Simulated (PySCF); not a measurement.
Runs of PySCF 2.14.0 on Li2O. The structure is cubic, space group Fm-3m (No. 225). Conventional cell: a = 4.654 Å, b = 4.654 Å, c = 4.654 Å, α = 90.00°, β = 90.00°, γ = 90.00°. O (site symmetry m-3m) is surrounded by 8 Li at 2.02 Å. Li (site symmetry -43m) is surrounded by 4 O at 2.02 Å. The cell comes from a database or a generator and needn't be the stable form of this composition.

```tsv
task	level	conv_tol	max_cycle	exxdiv	relativity	share of exact exchange	gap on the mesh (eV)
atomic charges	PBE0 form with 25 % exact exchange	1e-07 Ha	60	ewald	none	0.25	(c)
atomic charges	PBE0 form with 35 % exact exchange	1e-07 Ha	60	ewald	none	0.35	8.84
atomic charges	PBE0 form with 15 % exact exchange	1e-07 Ha	60	ewald	none	0.15	6.79
atomic charges	PBE0 form with 100 % exact exchange	1e-07 Ha	60	ewald	none	1	15.69
atomic charges	PBE0 form with 75 % exact exchange	1e-07 Ha	60	ewald	none	0.75	(b)
atomic charges	PBE0 form with 50 % exact exchange	1e-07 Ha	60	ewald	none	0.5	10.40
atomic charges	PBE0 form with 5 % exact exchange	1e-07 Ha	60	ewald	none	0.05	5.77
atomic charges	PBE0 form with 10 % exact exchange	1e-07 Ha	60	ewald	none	0.1	(a)
```

Alike in all rows: potentials or basis pob-dzvp-rev2 (all-electron); no spin polarisation; cell as given; k mesh 3 × 3 × 3; smearing fixed; the mesh is coarse, so values aren't converged.

Question: Estimate the missing entries.

Answer: (a) 6.28; (b) 13.03; (c) 7.81.

Caveats: all runs use coarse meshes; on so small a mesh gaps with full-range exact exchange can be off by tenths of an eV to over 1 eV; the default atom-centred grid shifts energies of crystals by up to some 10 meV an atom and pressures by some 0.5 GPa; the basis of atomic orbitals isn't converged, which shifts pressures, moduli and gaps.

A gap of «none» marks a metal or a gap under the smearing width.
